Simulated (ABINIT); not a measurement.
# AlN (F-43m): G0W0 with ABINIT, start to end

Aim: the G0W0 gap of AlN (F-43m) on PBE, step by step.

Method: PBE and many-body steps on it, plane waves, in ABINIT 10.8.3.

## Step 1: The starting structure

It takes space group F-43m (No. 216, cubic). The conventional cell has a = 4.368 Å, b = 4.368 Å, c = 4.368 Å, α = 90.00°, β = 90.00°, γ = 90.00°. Nearest to Al lie 4 N at 1.89 Å. Nearest to N lie 4 Al at 1.89 Å. Farther neighbours and most contacts between anions are not listed.

The cell and positions are those that the Materials Project relaxed with its own functionals (PBE, PBE+U or r2SCAN), kept fixed. This is not the form that AlN usually takes at ambient conditions.

## Step 2: Ground state

This step: ABINIT 10.8.3; DFT, PBE, plane waves, norm-conserving pseudopotentials.

The ground-state density comes first.

run.abi

```
acell 3*1.0 Angstrom
rprim 
  -0.000000000000 2.183993559600 2.183993559600
  2.183993559600 -0.000000000000 2.183993559600
  2.183993559600 2.183993559600 -0.000000000000
ntypat 2
znucl 13 7
natom 2
typat 1 2
xred 
  0.000000000000 0.000000000000 0.000000000000
  0.750000000000 0.750000000000 0.750000000000
pp_dirpath "pseudos"
pseudos "Al.upf, N.upf"
ecut 36
ngkpt 8 8 8
nshiftk 1
shiftk 0 0 0
kptopt 1
chksymbreak 0
nband 9
occopt 1
tolvrs 1e-10
nstep 60
prtwf 0
optforces 0
optstress 0
indata_prefix "in"
outdata_prefix "out"
tmpdata_prefix "tmp"
```

Launch:

```
$ OMP_NUM_THREADS=1 mpirun -n 4 abinit run.abi > log
```

Numbers of over 12 decimals in the logs are rounded to 6 here.

What it wrote:

```text
.Version 10.8.3 of ABINIT. v10.8.2 released Aug 2026.

 Symmetries : space group F-4 3 m (#216); Bravais cF (face-center cubic)
================================================================================
 Values of the parameters that define the memory need of the present run
     intxc =       0    ionmov =       0      iscf =       7    lmnmax =       6
     lnmax =       6     mgfft =      32  mpssoang =       3    mqgrid =    3001
     natom =       2  nloc_mem =       1    nspden =       1   nspinor =       1
    nsppol =       1      nsym =      24    n1xccc =    2501    ntypat =       2
    occopt =       1   xclevel =       2
-    mband =           9        mffmem =           1         mkmem =           8
       mpw =        1475          nfft =       32768          nkpt =          29
================================================================================
  Rough estimation (10% accuracy) of disk space for files :
================================================================================

--------------------------------------------------------------------------------
------------- Echo of variables that govern the present computation ------------
--------------------------------------------------------------------------------
 -outvars: echo values of preprocessed input variables --------
            acell      1.8897261259E+00  1.8897261259E+00  1.8897261259E+00 Bohr

      chksymbreak           0
             ecut      3.60000000E+01 Hartree
-          fftalg         312

              ixc     -101130
              kpt      0.00000000E+00  0.00000000E+00  0.00000000E+00
                       1.25000000E-01  0.00000000E+00  0.00000000E+00
                       2.50000000E-01  0.00000000E+00  0.00000000E+00
                       3.75000000E-01  0.00000000E+00  0.00000000E+00
                       5.00000000E-01  0.00000000E+00  0.00000000E+00
                       1.25000000E-01  1.25000000E-01  0.00000000E+00
                       2.50000000E-01  1.25000000E-01  0.00000000E+00
                       3.75000000E-01  1.25000000E-01  0.00000000E+00
                       5.00000000E-01  1.25000000E-01  0.00000000E+00
   [... 18 further rows ...]
                      -3.75000000E-01  5.00000000E-01  1.25000000E-01
                      -2.50000000E-01  5.00000000E-01  2.50000000E-01
         kptrlatt        8    0    0      0    8    0      0    0    8
          kptrlen      4.66933685E+01
P           mkmem           8
            natom           2
            nband           9
            ngfft          32      32      32
             nkpt          29
            nstep          60
             nsym          24
           ntypat           2
              occ      2.000000  2.000000  2.000000  2.000000  0.000000  0.000000
[...]
optforces           0
        optstress           0
            prtwf           0
            rprim     -0.0000000000E+00  2.1839935596E+00  2.1839935596E+00
[...]
spgroup         216

           tolvrs      1.00000000E-10

             xred      0.0000000000E+00  0.0000000000E+00  0.0000000000E+00
[...]
znucl       13.00000    7.00000

================================================================================

 chkinp: Checking input parameters for consistency.

================================================================================
== DATASET  1 ==================================================================
-   mpi_nproc: 4, omp_nthreads: 1 (-1 if OMP is not activated)

--- !DatasetInfo
iteration_state: {dtset: 1, }
dimensions: {natom: 2, nkpt: 29, mband: 9, nsppol: 1, nspinor: 1, nspden: 1, mpw: 1475, }
cutoff_energies: {ecut:  36.0, pawecutdg:  -1.0, }
electrons: {nelect:   8.00000000E+00, charge:   0.00000000E+00, occopt:   1.00000000E+00, tsmear:   1.00000000E-02, }

 Real(R)+Recip(G) space primitive vectors, cartesian coordinates (Bohr,Bohr^-1):
 R(1)=  0.0000000  4.1271497  4.1271497  G(1)= -0.1211490  0.1211490  0.1211490
 R(2)=  4.1271497  0.0000000  4.1271497  G(2)=  0.1211490 -0.1211490  0.1211490
 R(3)=  4.1271497  4.1271497  0.0000000  G(3)=  0.1211490  0.1211490 -0.1211490
 Unit cell volume ucvol=  1.4059849E+02 bohr^3
 Angles (23,13,12)=  6.00000000E+01  6.00000000E+01  6.00000000E+01 degrees

 getcut: wavevector=  0.0000  0.0000  0.0000  ngfft=  32  32  32
         ecut(hartree)=     36.000   => boxcut(ratio)=   2.02987

--- Pseudopotential description ------------------------------------------------
- Al Generated using ONCVPSP code by D. R. Hamann
- 13.00000   3.00000  171031                  znucl, zion, pspdat
12 -101130 2 -1 1876                          pspcod,pspxc,lmax,lloc,mmax
     nproj     2     2     2
  pspatm : epsatm=    4.08140545
         --- l  ekb(1:nproj) -->
[...]
pspatm: atomic psp has been read  and splines computed

- N Generated using ONCVPSP code by D. R. Hamann
-  7.00000   5.00000  171031                  znucl, zion, pspdat
12 -101130 1 -1 1058                          pspcod,pspxc,lmax,lloc,mmax
     nproj     2     2     0
  pspatm : epsatm=    5.20977870
         --- l  ekb(1:nproj) -->
[...]
1   -4.293905   -1.006988
 pspatm: atomic psp has been read  and splines computed

   7.43294732E+01                                ecore*ucvol(ha*bohr**3)
--------------------------------------------------------------------------------

_setup2: Arith. and geom. avg. npw (full set) are    1449.447    1449.423

================================================================================

--- !BeginCycle
iteration_state: {dtset: 1, }
solver: {iscf: 7, nstep: 60, nline: 4, wfoptalg: 0, }
tolerances: {tolvrs: 1.00E-10, }

     iter   Etot(hartree)      deltaE(h)  residm     vres2
 ETOT  1  -12.634092342631    -1.263E+01 1.154E-01 5.062E+02
 ETOT  2  -12.674579766554    -4.049E-02 1.118E-02 3.909E+02
 ETOT  3  -12.792254021089    -1.177E-01 3.968E-03 7.560E-01
 ETOT  4  -12.792395939617    -1.419E-04 2.268E-03 1.058E-02
 ETOT  5  -12.792396619737    -6.801E-07 1.683E-04 5.916E-04
 ETOT  6  -12.792396656975    -3.724E-08 2.226E-04 2.127E-06
 ETOT  7  -12.792396657092    -1.170E-10 1.632E-05 4.114E-07
 ETOT  8  -12.792396657207    -1.152E-10 2.316E-05 3.147E-09
 ETOT  9  -12.792396657208    -7.248E-13 1.662E-06 3.158E-10
 ETOT 10  -12.792396657208     2.309E-14 2.539E-06 1.021E-11

 At SCF step   10       vres2   =  1.02E-11 < tolvrs=  1.00E-10 =>converged.

--- !ResultsGS
iteration_state: {dtset: 1, }
comment   : Summary of ground state results
lattice_vectors:
- [ -0.0000000,   4.1271497,   4.1271497, ]
- [  4.1271497,  -0.0000000,   4.1271497, ]
- [  4.1271497,   4.1271497,  -0.0000000, ]
lattice_lengths: [   5.83667,    5.83667,    5.83667, ]
lattice_angles: [ 60.000,  60.000,  60.000, ] # degrees, (23, 13, 12)
lattice_volume:   1.4059849E+02
convergence: {deltae:  2.309E-14, res2:  1.021E-11, residm:  2.539E-06, diffor:  0.000E+00, }
etotal    :  -1.27923967E+01
entropy   :   0.00000000E+00
fermie    :   1.89575042E-01
cartesian_stress_tensor: null
pressure_GPa: null
xred      :
- [  0.0000E+00,   0.0000E+00,   0.0000E+00, Al]
- [  7.5000E-01,   7.5000E-01,   7.5000E-01,  N]
cartesian_forces: null
force_length_stats: {min: null, max: null, mean: null, }

 Integrated electronic density in atomic spheres:
 ------------------------------------------------
 Atom  Sphere_radius  Integrated_density
    1        2.00000          1.10832935
    2        2.00000          5.38580503
================================================================================

 ----iterations are completed or convergence reached----

 Mean square residual over all n,k,spin=   11.386E-09; max=  25.386E-07
 reduced coordinates (array xred) for    2 atoms
       0.000000000000      0.000000000000      0.000000000000
       0.750000000000      0.750000000000      0.750000000000
 rms dE/dt=  0.0000E+00; max dE/dt=  0.0000E+00; dE/dt below (all hartree)
    1       0.000000000000      0.000000000000      0.000000000000
    2       0.000000000000      0.000000000000      0.000000000000

 cartesian coordinates (angstrom) at end:
    1      0.000000     0.000000     0.000000
    2      3.275990     3.275990     3.275990
 length scales=  1.889726125908  1.889726125908  1.889726125908 bohr
              =  1.000000000000  1.000000000000  1.000000000000 angstroms
 prteigrs : about to open file out_EIG
 Fermi (or HOMO) energy (hartree) =   0.18958   Average Vxc (hartree)=  -0.39437
 Eigenvalues (hartree) for nkpt=  29  k points:
 kpt#   1, nband=  9, wtk=  0.00195, kpt=  0.0000  0.0000  0.0000 (reduced coord)
  -0.36046    0.18958    0.18958    0.18958    0.34363    0.65223    0.65223    0.65223
   0.84170
 prteigrs : prtvol=0 or 1, do not print more k-points.

--- !EnergyTerms
iteration_state     : {dtset: 1, }
comment             : Components of total free energy in Hartree
kinetic             :  8.18806009915906E+00
hartree             :  2.82096206911135E+00
xc                  : -4.24885300507606E+00
Ewald energy        : -1.08999795989279E+01
psp_core            :  5.28664802613182E-01
local_psp           : -8.51484725719231E+00
non_local_psp       : -6.66403766895546E-01
total_energy        : -1.27923966572082E+01
total_energy_eV     : -3.48098846451088E+02
band_energy         :  3.20550667474404E-02

== END DATASET(S) ==============================================================
================================================================================

 -outvars: echo values of variables after computation  --------
           etotal     -1.2792396657E+01
            nband           9
             nkpt          29
          spgroup         216
 [... the other variables as echoed above ...]

 Calculation completed.
```

Run time: 4.3 s. Hardware: 4 MPI ranks of Arm Neoverse V1, shared host; peak memory 0.25 GiB.

Numbers from this step:

```
total energy               : -348.0988 eV
gap                        : 3.325 eV
k of the valence top       : 0, 0, 0
k of the conduction bottom : 0.5, 0.5, 0
least direct gap           : 4.192 eV
```

The gap is indirect, with the least direct gap 0.87 eV higher.

(Part 1 of 3 ends here.)

[Paths, hosts, dates, memory and timing lines, banners, echoed tables and standing remarks are left out of the program output.]

[Logs are printed without paths, hosts, clocks, repeated set-up lines and the standing remarks that a program may print on its own settings, such as how far it seeks lower states.]

[Runs of the session that timed out or met a known fault of the program may be left out.]

[Hosts, paths, dates, database ids (printed as entryN), source tags and the programs' standing remarks are cut or masked in the printed files.]

[G0W0 gaps are taken among the corrected bands and points alone; a level outside them can change the order at an edge.]

[Where Ansatz stands beside ABINIT at settings called matched, ABINIT's density can come from a denser mesh and the files from another edition; pairs whose starting gaps differed by over 0.03 eV were left out, so agreement reads better than it is.]
